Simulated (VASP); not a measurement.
# C (Fd-3m) in VASP: a series of runs

The runs below take C through single point, with LDA.

Program: VASP 6.6.1. These are calculated values, not measurements. Logs are shortened: lines on timing, memory, paths and dates and some standing lists are left out, and cuts for length are marked.

**1. The undisturbed crystal**

It takes space group Fd-3m (No. 227, cubic). Conventional cell: a = 3.567 Å, b = 3.567 Å, c = 3.567 Å, α = 90.00°, β = 90.00°, γ = 90.00°. C (site symmetry -43m) has 4 C at 1.54 Å as nearest neighbours.

This isn't the form of C at room conditions, which is graphite.

**2. Single point, LDA (grid = ENCUT=400 dk=0.6 cell=3x3x3 ISMEAR=0 SIGMA=0.05 LREAL=Auto EDIFF=1e-06)**

Contents of INCAR:

```
PREC = Accurate ; ENCUT = 400
EDIFF = 1E-6 ; ISMEAR = 0
SIGMA = 0.05 ; LREAL = Auto
LASPH = T ; NELM = 120
ALGO = Fast ; ISIF = 2
LWAVE = F ; LCHARG = F
GGA = CA ; NBANDS = 126
NCORE = 1 ; KPAR = 2
```

Contents of KPOINTS:

```
Automatic mesh
0
Gamma
  2 2 2
```

Contents of POSCAR:

```
C
1.0
    0.0000000000      5.3501100000      5.3501100000
    5.3501100000      0.0000000000      5.3501100000
    5.3501100000      5.3501100000      0.0000000000
C
54
Direct
    0.2500000000      0.2500000000      0.2500000000
    0.2500000000      0.2500000000      0.5833333333
    0.2500000000      0.2500000000      0.9166666667
    0.2500000000      0.5833333333      0.2500000000
    0.2500000000      0.5833333333      0.5833333333
    0.2500000000      0.5833333333      0.9166666667
    0.2500000000      0.9166666667      0.2500000000
    0.2500000000      0.9166666667      0.5833333333
    0.2500000000      0.9166666667      0.9166666667
    0.5833333333      0.2500000000      0.2500000000
    0.5833333333      0.2500000000      0.5833333333
    0.5833333333      0.2500000000      0.9166666667
    0.5833333333      0.5833333333      0.2500000000
    0.5833333333      0.5833333333      0.5833333333
    0.5833333333      0.5833333333      0.9166666667
    0.5833333333      0.9166666667      0.2500000000
    0.5833333333      0.9166666667      0.5833333333
    0.5833333333      0.9166666667      0.9166666667
    0.9166666667      0.2500000000      0.2500000000
    0.9166666667      0.2500000000      0.5833333333
    0.9166666667      0.2500000000      0.9166666667
    0.9166666667      0.5833333333      0.2500000000
    0.9166666667      0.5833333333      0.5833333333
    0.9166666667      0.5833333333      0.9166666667
    0.9166666667      0.9166666667      0.2500000000
    0.9166666667      0.9166666667      0.5833333333
    0.9166666667      0.9166666667      0.9166666667
    0.1666666667      0.1666666667      0.1666666667
    0.1666666667      0.1666666667      0.5000000000
    0.1666666667      0.1666666667      0.8333333333
    0.1666666667      0.5000000000      0.1666666667
    0.1666666667      0.5000000000      0.5000000000
    0.1666666667      0.5000000000      0.8333333333
    0.1666666667      0.8333333333      0.1666666667
    0.1666666667      0.8333333333      0.5000000000
    0.1666666667      0.8333333333      0.8333333333
    0.5000000000      0.1666666667      0.1666666667
    0.5000000000      0.1666666667      0.5000000000
    0.5000000000      0.1666666667      0.8333333333
    0.5000000000      0.5000000000      0.1666666667
    0.5000000000      0.5000000000      0.5000000000
    0.5000000000      0.5000000000      0.8333333333
    0.5000000000      0.8333333333      0.1666666667
    0.5000000000      0.8333333333      0.5000000000
    0.5000000000      0.8333333333      0.8333333333
    0.8333333333      0.1666666667      0.1666666667
    0.8333333333      0.1666666667      0.5000000000
    0.8333333333      0.1666666667      0.8333333333
    0.8333333333      0.5000000000      0.1666666667
    0.8333333333      0.5000000000      0.5000000000
    0.8333333333      0.5000000000      0.8333333333
    0.8333333333      0.8333333333      0.1666666667
    0.8333333333      0.8333333333      0.5000000000
    0.8333333333      0.8333333333      0.8333333333
```

Potentials or basis: VASP PAW LDA potentials, release 64 (C).

Launch:

```
> cat potpaw_LDA.64/C/POTCAR > POTCAR
> mpirun -np 4 vasp_std > vasp.out
```

OUTCAR:

```text
PREC = Accurate
   ENCUT = 400
   EDIFF = 1E-6
   ISMEAR = 0
   LREAL = Auto
   LASPH = T
   NELM = 120
   ISIF = 2
   GGA = CA

 Found      3 irreducible k-points:

 Following reciprocal coordinates:
            Coordinates               Weight
  0.000000  0.000000  0.000000      1.000000
  0.500000  0.000000  0.000000      4.000000
  0.500000  0.500000  0.000000      3.000000
   k-points           NKPTS =      3   k-points in BZ     NKDIM =      3   number of bands    NBANDS=    126
   number of dos      NEDOS =    301   number of ions     NIONS =     54
   total plane-waves  NPLWV = 125000
   dimension x,y,z NGX =    50 NGY =   50 NGZ =   50
   dimension x,y,z NGXF=   100 NGYF=  100 NGZF=  100
   ions per type =              54
   NGX,Y,Z   is equivalent  to a cutoff of  10.99, 10.99, 10.99 a.u.
   NGXF,Y,Z  is equivalent  to a cutoff of  21.97, 21.97, 21.97 a.u.
 SYSTEM =  unknown system
   PREC   = accura    normal or accurate (medium, high low for compatibility)
   ISTART =      0    job   : 0-new  1-cont  2-samecut
   ICHARG =      2    charge: 1-file 2-atom 10-const
   ISPIN  =      1    spin polarized calculation?
   LNONCOLLINEAR =      F non collinear calculations
   LSORBIT =      F    spin-orbit coupling
   LASPH  =      T    aspherical Exc in radial PAW
   ENCUT  =  400.0 eV  29.40 Ry    5.42 a.u.  12.34 12.34 12.34*2*pi/ulx,y,z
   NELM   =    120;   NELMIN=  2; NELMDL= -5     # of ELM steps
   EDIFF  = 0.1E-05   stopping-criterion for ELM
   LREAL  =      T    real-space projection
   EDIFFG = 0.1E-04   stopping-criterion for IOM
   NSW    =      0    number of steps for IOM
   IBRION =     -1    ionic relax: 0-MD 1-quasi-New 2-CG
   NFREE  =      0    steps in history (QN), initial steepest desc. (CG)
   ISIF   =      2    stress and relaxation
   ISYM   =      2    0-nonsym 1-usesym 2-fastsym
   POTIM  = 0.5000    time-step for ionic-motion
   TEBEG  =    0.0;   TEEND  =   0.0 temperature during run
   PSTRESS=    0.0 pullay stress
   NELECT =     216.0000    total number of electrons
   NUPDOWN=      -1.0000    fix difference up-down
   EMIN   =  10.00;   EMAX   =-10.00  energy-range for DOS
   EFERMI =   0.00;   METHOD = LEGACY
   ISMEAR =     0;   SIGMA  =   0.05  broadening in eV -4-tet -1-fermi 0-gaus
   EFERMI_NEDOS =   21; number of points for ismear=-14 and -15
   IALGO  =     68    algorithm
   IMIX   =      4    mixing-type and parameters
     AMIX     =   0.40;   BMIX     =  1.00
     AMIX_MAG =   1.60;   BMIX_MAG =  1.00
  volume/ion in A,a.u.               =       5.67        38.28
  Fermi-wavevector in a.u.,A,eV,Ry     =   1.457203  2.753714 28.891161  2.123440
  Thomas-Fermi vector in A             =   2.574032
   LORBIT       =      0    0 simple, 1 ext, 2 COOP (PROOUT), +10 PAW based schemes
   GGA     = CA    functional components
   LHFCALC =     F    Hartree Fock is set to
   AEXX    =    0.0000 exact exchange contribution
   IVDW    =     0    specifies the selected vdW correction
   LEPSILON=     F    determine dielectric tensor
   LRPA    =     F    only Hartree local field effects (RPA)
 non-spin polarized calculation
 RMM-DIIS sequential band-by-band and
 Gauss-broadening in eV      SIGMA  =   0.05
  energy-cutoff  :      400.00
  volume of cell :      306.28
 maximum number of plane-waves:      5601
 NGX is ok and might be reduce to    50
   NGX = 25   NGY = 25   NGZ = 25

 number of electron     216.0000000 magnetization

 Free energy of the ion-electron system (eV)
  ---------------------------------------------------
  ext. energy  EPLUGINS =         0.00000000
  ---------------------------------------------------
  free energy    TOTEN  =      -546.40054373 eV

  energy without entropy =     -546.40054373  energy(sigma->0) =     -546.40054373

 E-fermi :  10.0306     XC(G=0): -13.4991

 val. band max:        9.7469526056   @ k =   0.0000   0.0000   0.0000
 cond. band min:      13.8508053196   @ k =   0.0000   0.0000   0.0000
 fundamental gap:      4.1038527139
 Fermi energy:        10.0306265193

 k-point     1 :       0.0000    0.0000    0.0000
  band No.  band energies     occupation
      1     -11.5967      2.00000
      2      -8.5787      2.00000
      3      -8.5787      2.00000
      4      -8.5787      2.00000
      5      -8.5787      2.00000
      6      -8.5787      2.00000
[... 112 lines left out ...]
    119      16.0121      0.00000
    120      16.0121      0.00000

 k-point     2 :       0.5000    0.0000    0.0000
  band No.  band energies     occupation
      1     -10.8303      2.00000
      2     -10.8303      2.00000
      3      -8.8185      2.00000
      4      -8.8185      2.00000
      5      -8.8185      2.00000
      6      -8.8185      2.00000
[... 112 lines left out ...]
    119      15.7052      0.00000
    120      15.7052      0.00000

 k-point     3 :       0.5000    0.5000    0.0000
  band No.  band energies     occupation
      1     -10.5756      2.00000
      2     -10.5756      2.00000
      3      -9.5677      2.00000
      4      -9.5677      2.00000
      5      -9.5677      2.00000
      6      -9.5677      2.00000
[... 112 lines left out ...]
    119      16.8014      0.00000
    120      16.8256      0.00000
 [bands above 120 left out]

------------------------ aborting loop because EDIFF is reached ----------------------------------------

  FORCE on cell =-STRESS in cart. coord.  units (eV):
  Direction    XX          YY          ZZ          XY          YZ          ZX
  --------------------------------------------------------------------------------------
  -------------------------------------------------------------------------------------
  Total      -29.6661546    -29.6661546    -29.6661546     -0.0000000     -0.0000000      0.0000000
  in kB     -155.1864180   -155.1864180   -155.1864180     -0.0000000     -0.0000000      0.0000000
  external PRESSURE =    -155.1864180 kB  Pullay stress =       0.0000000 kB

 VOLUME and BASIS-vectors are now :
 -----------------------------------------------------------------------------
  energy-cutoff  :      400.00
  volume of cell :      306.28
      direct lattice vectors                 reciprocal lattice vectors
     0.000000000  5.350110000  5.350110000    -0.093456022  0.093456022  0.093456022
     5.350110000  0.000000000  5.350110000     0.093456022 -0.093456022  0.093456022
     5.350110000  5.350110000  0.000000000     0.093456022  0.093456022 -0.093456022

 POSITION                                       TOTAL-FORCE (eV/Angst)
 -----------------------------------------------------------------------------------
      2.67505      2.67505      2.67505         0.000000      0.000000      0.000000
      4.45842      4.45842      2.67505         0.000000      0.000000      0.000000
      6.24180      6.24180      2.67505         0.000000      0.000000      0.000000
      4.45842      2.67505      4.45842         0.000000      0.000000      0.000000
      6.24179      4.45842      4.45842         0.000000      0.000000      0.000000
      8.02516      6.24180      4.45842         0.000000     -0.000000      0.000000
[... 46 lines left out ...]
      7.13348      7.13348      8.91685        -0.000000     -0.000000     -0.000000
      8.91685      8.91685      8.91685        -0.000000     -0.000000     -0.000000
 -----------------------------------------------------------------------------------
    total drift:                                0.000002      0.000002      0.000003

  FREE ENERGIE OF THE ION-ELECTRON SYSTEM (eV)
  ---------------------------------------------------
  free  energy   TOTEN  =      -546.4005437325 eV

  energy  without entropy=     -546.4005437325  energy(sigma->0) =     -546.40054373
```

Run time: 50 s. Hardware: 4 MPI ranks of Intel Xeon Platinum 8488C (Sapphire Rapids), shared host; peak memory 0.24 GiB.

The run converged, but some of its settings lie outside the range that counts as converged, so its numbers aren't taken as properties of the crystal.

Results:

```
Free energy            : -546.4005 eV
Band gap on the k mesh : 4.10 eV
```

Caveat: the k mesh is coarse (spacing up to 0.51 Å⁻¹), so the values aren't converged; the cutoff is under 1.25 times the usual one of these potentials, so pressure, stress and relaxed cells hold a basis-set (Pulay) error.

**3. Single point, LDA (grid = ENCUT=400 dk=1.6 cell=2x2x1 ISMEAR=0 SIGMA=0.05 LREAL=Auto EDIFF=1e-06)**

Contents of INCAR:

```
SYSTEM = C
PREC = Accurate ; ENCUT = 400
EDIFF = 1E-6 ; ISMEAR = 0
SIGMA = 0.05 ; LREAL = Auto
LASPH = .True. ; NELM = 120
ALGO = Fast ; ISIF = 2
LWAVE = .False. ; LCHARG = .False.
GGA = CA ; NBANDS = 24
```

Contents of KPOINTS:

```
Automatic mesh
0
Gamma
  2 2 2
  0 0 0
```

Contents of POSCAR:

```
C
1.0
    0.0000000000      3.5667400000      3.5667400000
    3.5667400000      0.0000000000      3.5667400000
    1.7833700000      1.7833700000      0.0000000000
C
8
Direct
    0.3750000000      0.3750000000      0.7500000000
    0.3750000000      0.8750000000      0.7500000000
    0.8750000000      0.3750000000      0.7500000000
    0.8750000000      0.8750000000      0.7500000000
    0.2500000000      0.2500000000      0.5000000000
    0.2500000000      0.7500000000      0.5000000000
    0.7500000000      0.2500000000      0.5000000000
    0.7500000000      0.7500000000      0.5000000000
```

Potentials or basis: VASP PAW LDA potentials, release 64 (C).

Launch:

```
> cat potpaw_LDA.64/C/POTCAR > POTCAR
> mpirun -np 1 vasp_std > vasp.out
```

Run time: 7.8 s. Hardware: 1 thread of Intel Xeon Platinum 8488C (Sapphire Rapids), shared host; peak memory 0.12 GiB.

The run converged, but some of its settings lie outside the range that counts as converged, so its numbers aren't taken as properties of the crystal.

Results:

| Property | Result |
| --- | --- |
| Free energy | -78.4854 eV |
| Band gap on the k mesh | 4.34 eV |

Caveat: the k mesh is coarse (spacing up to 1.53 Å⁻¹), so the values aren't converged; the cutoff is under 1.25 times the usual one of these potentials, so pressure, stress and relaxed cells hold a basis-set (Pulay) error; the result breaks the symmetry of the cell; the real-space grid breaks the cell's symmetry a little.

**4. The reference run**

An earlier run on the cell as given: functional PBE; potentials or basis VASP PAW PBE potentials, release 64 (C); cutoff 520 eV; k mesh 13 × 13 × 13; occupations fermi-dirac, width 0.05 eV; no spin polarisation.

- Pressure: 2.5 GPa
- Band gap on the k mesh: 4.14 eV, indirect (least direct gap 5.59 eV)
